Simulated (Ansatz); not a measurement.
# CuI, space group P4/nmm: a band structure

Run with Ansatz 0.2.0, Python API.

Contents of `cui.xyz`:
```text
4
Lattice="4.0229 0.0 0.0 0.0 4.0229 0.0 0.0 0.0 5.6506" Properties=species:S:1:pos:R:3 pbc="T T T"
Cu    0.00000000    0.00000000    0.00000000
Cu    2.01145000    2.01145000    0.00000000
I     0.00000000    2.01145000    1.64601978
I     2.01145000    0.00000000    4.00458022
```

The script, `bands.py`:
```python
# -*- coding: utf-8 -*-
"""Band structure of CuI."""

import ansatz as az
import numpy as np

structure = az.Crystal.from_extxyz("cui.xyz")

# vertices of the path, as fractions of the reciprocal vectors
path = [
    ("G", (0.0, 0.0, 0.0)),
    ("X", (0.0, 0.5, 0.0)),
    ("M", (0.5, 0.5, 0.0)),
    ("G", (0.0, 0.0, 0.0)),
    ("Z", (0.0, 0.0, 0.5)),
    ("R", (0.0, 0.5, 0.5)),
    ("A", (0.5, 0.5, 0.5)),
]
model = structure.calculation()
model = model.occupations("Fixed").functional("lda")
model = model.kpoints(6, 6, 4)
model = model.basis(19 * az.Ha)
model = model.band_structure([point for _, point in path], intervals=8)
model = model.scf(extra_bands=10)
result = model.run()
summary = result.report

n_atoms = len(summary["lattice"]["sites"])
print("F =", round(summary["free_energy_ev"], 4), "eV for", n_atoms, "atoms")
print("E(sigma -> 0) =", round(summary["energy_sigma0_ev"], 4), "eV, TS =", round(summary["entropy_ts_ev"], 5), "eV")
print("closed by", summary["closed_by"], "after", summary["n_iterations"], "iterations")

bands = result.band_structure()
fermi = bands.fermi_energy_ev
print(f"zero of the bands: {fermi:.3f} eV, the Fermi level found on the SCF mesh")
levels = bands.channels[0].eigenvalues_ev - fermi
filled = round(summary["n_electrons"]) // 2
valence, conduction = levels[:, filled - 1], levels[:, filled]
print("k (fractions)              top valence  bottom conduction (eV)")
for k, lo, hi in zip(bands.kpoints_frac, valence, conduction):
    print(f"{k[0]:7.3f} {k[1]:7.3f} {k[2]:7.3f} {lo:12.3f} {hi:13.3f}")
print(f"on this path: least direct gap {np.min(conduction - valence):.3f} eV, least gap {conduction.min() - valence.max():.3f} eV")
```

```console
$ python bands.py
F = -27823.5025 eV for 4 atoms
E(sigma -> 0) = -27823.5025 eV, TS = 0.0 eV
closed by deck_thresholds after 8 iterations
zero of the bands: 10.775 eV, the Fermi level found on the SCF mesh
k (fractions)              top valence  bottom conduction (eV)
  0.000   0.000   0.000        0.000         1.387
  0.000   0.062   0.000       -0.014         1.594
  0.000   0.125   0.000       -0.058         2.009
  0.000   0.188   0.000       -0.133         2.449
  0.000   0.250   0.000       -0.239         2.866
  0.000   0.312   0.000       -0.375         3.101
  0.000   0.375   0.000       -0.537         3.321
  0.000   0.438   0.000       -0.715         3.590
  0.000   0.500   0.000       -0.900         3.805
  0.062   0.500   0.000       -0.975         3.920
  0.125   0.500   0.000       -1.147         3.765
  0.188   0.500   0.000       -1.320         3.385
  0.250   0.500   0.000       -1.440         2.976
  0.312   0.500   0.000       -1.515         2.603
  0.375   0.500   0.000       -1.563         2.307
  0.438   0.500   0.000       -1.590         2.116
  0.500   0.500   0.000       -1.599         2.051
  0.438   0.438   0.000       -1.571         2.087
  0.375   0.375   0.000       -1.517         2.195
  0.312   0.312   0.000       -1.442         2.376
  0.250   0.250   0.000       -1.111         2.622
  0.188   0.188   0.000       -0.742         2.884
  0.125   0.125   0.000       -0.383         2.475
  0.062   0.062   0.000       -0.107         1.775
  0.000   0.000   0.000        0.000         1.387
  0.000   0.000   0.062       -0.032         1.456
  0.000   0.000   0.125       -0.123         1.648
  0.000   0.000   0.188       -0.259         1.929
  0.000   0.000   0.250       -0.422         2.266
  0.000   0.000   0.312       -0.591         2.631
  0.000   0.000   0.375       -0.746         2.813
  0.000   0.000   0.438       -0.861         2.941
  0.000   0.000   0.500       -0.905         3.015
  0.000   0.062   0.500       -0.900         3.075
  0.000   0.125   0.500       -0.885         3.084
  0.000   0.188   0.500       -0.862         2.960
  0.000   0.250   0.500       -0.833         2.712
  0.000   0.312   0.500       -0.804         2.403
  0.000   0.375   0.500       -0.782         2.128
  0.000   0.438   0.500       -0.773         1.965
  0.000   0.500   0.500       -0.788         1.954
  0.062   0.500   0.500       -0.684         2.102
  0.125   0.500   0.500       -0.694         2.469
  0.188   0.500   0.500       -0.816         2.920
  0.250   0.500   0.500       -0.995         3.368
  0.312   0.500   0.500       -1.173         3.785
  0.375   0.500   0.500       -1.304         4.157
  0.438   0.500   0.500       -1.375         4.432
  0.500   0.500   0.500       -1.397         4.539
on this path: least direct gap 1.387 eV, least gap 1.387 eV
```

What to keep in mind:
- Absolute energies stand on the zero of these potentials, so only differences at equal settings mean something. A total without «per atom» is that of the whole cell that was run.
- Spin is left out of this run.
- Semilocal gaps usually lie well under measured ones.
- Under fixed occupations the level called the Fermi level is the highest filled one on the SCF mesh; off the mesh a filled band can lie a little above it.
- Without a Hubbard U or exact exchange, semilocal functionals often make such 3d compounds metallic or too weakly gapped.
- The starting cell is as deposited in a crystallographic database; the results hold for this polymorph, which needn't be the stable one.
- Levels are Kohn-Sham eigenvalues on this mesh, without spin-orbit coupling.
- Wall time of the script: 29 s on 1 thread of Arm Neoverse N1 (shared host), peak memory 0.48 GiB.
